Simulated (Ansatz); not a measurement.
The system is MgS (Niningerite).

```
CELL_PARAMETERS angstrom
0.00000 2.60165 2.60165
2.60165 0.00000 2.60165
2.60165 2.60165 0.00000
ATOMIC_POSITIONS crystal
S 0.50000 0.50000 0.50000
Mg 0.00000 0.00000 0.00000
```

| Quantity | Value |
| --- | --- |
| Program | Ansatz 0.2.0 |
| Task | relaxation of cell and atoms |
| Functional | RPBE |
| Dispersion | D3(BJ) |
| Potentials or basis | Ansatz PAW |
| Cutoff | 420 eV (not typed: the program's choice for these potentials) |
| k mesh | 9 × 9 × 9 |
| Occupations | fermi-dirac, width 0.05 eV |
| Spin | no spin polarisation |

At the start: volume 17.61 Å³/atom.

Question: Where does the relaxation end?

Answer: It ends after 5 steps and the volume is 14.87 Å³/atom (-15.6 %); space group Fm-3m (No. 225, to 0.05 Å).

Step by step:
| step | energy change (eV) | largest force (eV/Å) | volume (Å³) |
| --- | --- | --- | --- |
| 1 | 0.0000 | 0.0000 | 35.22 |
| 2 | -0.2566 | 0.0000 | 30.33 |
| 3 | -0.2603 | 0.0000 | 29.56 |
| 4 | -0.2606 | 0.0000 | 29.74 |
| 5 | -0.2602 | 0.0000 | 29.74 |

Final structure:
```xyz
2
Lattice="0.0000 2.4591 2.4591 2.4591 0.0000 2.4591 2.4591 2.4591 0.0000" Properties=species:S:1:pos:R:3 pbc="T T T"
S     2.4591    2.4591    2.4591
Mg    0.0000    0.0000    0.0000
```

Caveat: the volume moved by over 15 % at a fixed basis, so the end points are rough; the plane-wave basis is chosen anew once the cell has moved, so the energies of steps on either side of that aren't comparable; the volume moved by -16 % from the deposited cell, more than functionals usually miss; the PAW data sets come from PBE, with cores solved anew for the run's functional, which leaves a small shift of forces and pressure.
